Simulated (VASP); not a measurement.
Output of a VASP run:

OSZICAR:
```
...
DAV:   1     0.802629644569E+02    0.80263E+02   -0.68469E+03   646   0.114E+03
DAV:   2     0.852806547935E+00   -0.79410E+02   -0.74233E+02   706   0.245E+02
DAV:   3    -0.610974352089E+01   -0.69626E+01   -0.69220E+01   771   0.738E+01
DAV:   4    -0.624505156441E+01   -0.13531E+00   -0.13516E+00   710   0.113E+01
DAV:   5    -0.624710560384E+01   -0.20540E-02   -0.20538E-02   750   0.138E+00    0.166E+00
DAV:   6    -0.612744513737E+01    0.11966E+00   -0.19693E-01   728   0.289E+00    0.102E+00
DAV:   7    -0.611591525642E+01    0.11530E-01   -0.89125E-02   728   0.189E+00    0.563E-01
DAV:   8    -0.611987907735E+01   -0.39638E-02   -0.66042E-03   668   0.819E-01    0.109E-01
DAV:   9    -0.611985926945E+01    0.19808E-04   -0.10694E-04   767   0.109E-01    0.585E-02
DAV:  10    -0.611992143582E+01   -0.62166E-04   -0.11457E-04   668   0.102E-01    0.129E-02
DAV:  11    -0.611992119155E+01    0.24427E-06   -0.75984E-06   710   0.307E-02    0.162E-03
DAV:  12    -0.611992157709E+01   -0.38554E-06   -0.48842E-07   710   0.748E-03    0.642E-04
DAV:  13    -0.611992163835E+01   -0.61259E-07   -0.97862E-08   674   0.246E-03
   1 F= -.57798151E+01 E0= -.57798151E+01  d E =-.577982E+01
       N       E                     dE             d eps       ncg     rms          rms(c)
DAV:   1    -0.615407438906E+01   -0.34153E-01   -0.83544E-01   719   0.137E+01    0.114E+00
DAV:   2    -0.612431455449E+01    0.29760E-01   -0.41337E-02   719   0.235E+00    0.524E-01
DAV:   3    -0.611773535937E+01    0.65792E-02   -0.16859E-02   722   0.144E+00    0.174E-01
DAV:   4    -0.611730571861E+01    0.42964E-03   -0.47270E-04   638   0.236E-01    0.183E-02
DAV:   5    -0.611729221210E+01    0.13507E-04   -0.55724E-05   695   0.697E-02    0.117E-02
DAV:   6    -0.611729184344E+01    0.36866E-06   -0.16563E-06   719   0.198E-02    0.458E-03
DAV:   7    -0.611729178260E+01    0.60839E-07   -0.57427E-07   647   0.784E-03
   2 F= -.57843573E+01 E0= -.57843573E+01  d E =-.454214E-02
       N       E                     dE             d eps       ncg     rms          rms(c)
DAV:   1    -0.614343403146E+01   -0.26142E-01   -0.72028E-01   719   0.128E+01    0.106E+00
DAV:   2    -0.611792199602E+01    0.25512E-01   -0.35089E-02   719   0.219E+00    0.488E-01
DAV:   3    -0.611222129259E+01    0.57007E-02   -0.14627E-02   722   0.135E+00    0.162E-01
DAV:   4    -0.611185995687E+01    0.36134E-03   -0.42422E-04   638   0.226E-01    0.180E-02
DAV:   5    -0.611184641944E+01    0.13537E-04   -0.52927E-05   701   0.699E-02    0.111E-02
DAV:   6    -0.611184609746E+01    0.32198E-06   -0.15638E-06   707   0.193E-02    0.411E-03
DAV:   7    -0.611184605350E+01    0.43961E-07   -0.44796E-07   653   0.692E-03
   3 F= -.57854435E+01 E0= -.57854435E+01  d E =-.562838E-02
       N       E                     dE             d eps       ncg     rms          rms(c)
DAV:   1    -0.611330078939E+01   -0.14547E-02   -0.12889E-02   719   0.174E+00    0.140E-01
DAV:   2    -0.611285988704E+01    0.44090E-03   -0.62220E-04   719   0.292E-01    0.647E-02
DAV:   3    -0.611275439631E+01    0.10549E-03   -0.25811E-04   722   0.180E-01    0.212E-02
DAV:   4    -0.611274340074E+01    0.10996E-04   -0.72013E-06   638   0.291E-02    0.221E-03
DAV:   5    -0.611274355373E+01   -0.15299E-06   -0.73132E-07   680   0.831E-03    0.129E-03
DAV:   6    -0.611274356469E+01   -0.10964E-07   -0.24943E-08   325   0.263E-03
   4 F= -.57854785E+01 E0= -.57854785E+01  d E =-.566336E-02
```

**OUTCAR**
```
------------------------ aborting loop because EDIFF is reached ----------------------------------------
  FORCE on cell =-STRESS in cart. coord.  units (eV):
  Direction    XX          YY          ZZ          XY          YZ          ZX
  --------------------------------------------------------------------------------------
  Total        0.3302916      0.3302916      0.3302916      0.0000000      0.0000000      0.0000000
  in kB       10.0924802     10.0924802     10.0924802      0.0000000      0.0000000      0.0000000
  external PRESSURE =       0.0924802 kB  Pullay stress =      10.0000000 kB
  volume of cell :       52.43
      direct lattice vectors                 reciprocal lattice vectors
     0.000000000  2.970708815  2.970708815    -0.168310000  0.168310000  0.168310000
     2.970708815  0.000000000  2.970708815     0.168310000 -0.168310000  0.168310000
     2.970708815  2.970708815  0.000000000     0.168310000  0.168310000 -0.168310000
 POSITION                                       TOTAL-FORCE (eV/Angst)
 -----------------------------------------------------------------------------------
      0.00000      0.00000      0.00000         0.000000      0.000000      0.000000
      2.97071      2.97071      2.97071        -0.000000     -0.000000     -0.000000
 -----------------------------------------------------------------------------------
    total drift:                               -0.000000      0.000000      0.000000
  FREE ENERGIE OF THE ION-ELECTRON SYSTEM (eV)
  ---------------------------------------------------
  free  energy   TOTEN  =        -6.1127435647 eV

  energy  without entropy=       -6.1127435647  energy(sigma->0) =       -6.11274356
  enthalpy is  TOTEN    =        -5.7854784841 eV   P V=        0.3272650806

 reached required accuracy - stopping structural energy minimisation
```
(Selected blocks of OUTCAR.)

File POSCAR:
```
NaBr
1
    0.0000000000     3.0090669175     3.0090669175
    3.0090669175     0.0000000000     3.0090669175
    3.0090669175     3.0090669175     0.0000000000
Na Br
1 1
Direct
  0.0000000000   0.0000000000   0.0000000000
  0.5000000000   0.5000000000   0.5000000000
```

### Question
Write an INCAR and KPOINTS that could have produced this output.

### Answer
One answer among several that fit: the input of the run itself, PBE GGA, plane waves, VASP's PBE PAW potentials (set 64).

**INCAR**
```
SIGMA = 0.05   # width (eV)
ISIF = 3   # ions, shape and volume
ISMEAR = 0
IBRION = 2
EDIFF = 1E-7   # SCF stop (eV)
PREC = Accurate
LASPH = .TRUE.   # aspherical one-centre terms
ALGO = Normal   # blocked Davidson
NSW = 40
GGA = PE   # PBE
ENCUT = 480   # plane-wave cut-off (eV)
EDIFFG = -0.01   # ionic stop
PSTRESS = 10
NELM = 100   # most electronic steps
LCHARG = .FALSE.
LWAVE = .FALSE.
LMAXMIX = 4
SYSTEM = NaBr
LREAL = .FALSE.
```

KPOINTS:
```
Automatic
0
G
8 8 8
```

POTCAR, in this order: Na_pv Br (PBE.64 set). Program: vasp_std.

Energy and stress use the plane-wave basis of the starting cell.

The compound is NaBr in the rock salt structure. This run relaxes it under an external pressure of 1 GPa. Symmetry was kept, so distortions that lower it aren't found.
